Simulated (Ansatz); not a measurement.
# TiS2: the cost of one run

Computed with Ansatz 0.2.0 (DFT PBE+D3(BJ), scalar-relativistic, plane waves, PAW, unless a step's input says otherwise).

**1. The starting structure**

The structure is trigonal, space group P-3m1 (No. 164). The conventional cell has a = 3.421 Å, b = 3.421 Å, c = 19.833 Å, α = 90.00°, β = 90.00°, γ = 120.00°. S (site symmetry 3m) is surrounded by 3 Ti at 2.43 Å. Around Ti (site symmetry -3m) lie 6 S at 2.43 Å.

As a file:

```xyz
3
Lattice="3.4205 0.0000 0.0000 -1.7103 2.9623 0.0000 0.0000 0.0000 19.8335" Properties=species:S:1:pos:R:3 pbc="T T T"
S     1.7103    0.9874    8.5000
Ti    0.0000    0.0000    9.9167
S     0.0000    1.9748   11.3335
```

Free-standing sheet.

**2. Relaxing the sheet and its cell in the plane**

The input, input.yaml:

```yaml
crystal:
  lattice:
    - [3.42053011, 0.0, 0.0]
    - [-1.71026505, 2.96226597, 0.0]
    - [0.0, 0.0, 19.8334732165]
  atoms:
    - { symbol: S, position: [0.66666667, 0.33333334, 0.4285684059] }
    - { symbol: Ti, position: [0.0, 0.0, 0.5], spin: 1.0 }
    - { symbol: S, position: [0.33333333, 0.66666666, 0.5714315941] }
basis:
  ecutwfc: 420.0
  fft_grid_basis: typed
kpoints:
  mp_grid: { grid: [12, 12, 1] }
hamiltonian:
  xc: pbe
  dispersion: d3bj
  pseudopotentials: { kind: paw }
scf:
  occupations: { method: gaussian, width: 0.05 }
output:
  forces: true
  eigenvalues: true
  populations: true
  stress: true
efield:
  axis: 3
  dipole_correction: true
  ramp_width: 0.04
magnetization:
  spin_polarized: true
relax:
  adjacent_minimum: "off"
  f_tol: 0.02
  max_steps: 60
  cell: { fix: [c, alpha, beta], stress_tol: 0.05 }
```

Launch:

```
$ ansatz run input.yaml --threads 1 --pin off --max-ram 2211MiB --backend cpu --events-out ev --progress --plain --runs-dir out
```

Q: Estimate wall time and peak memory on 1 thread of Arm Neoverse V2, shared host.

About 80 s, with a peak of 0.46 GiB.
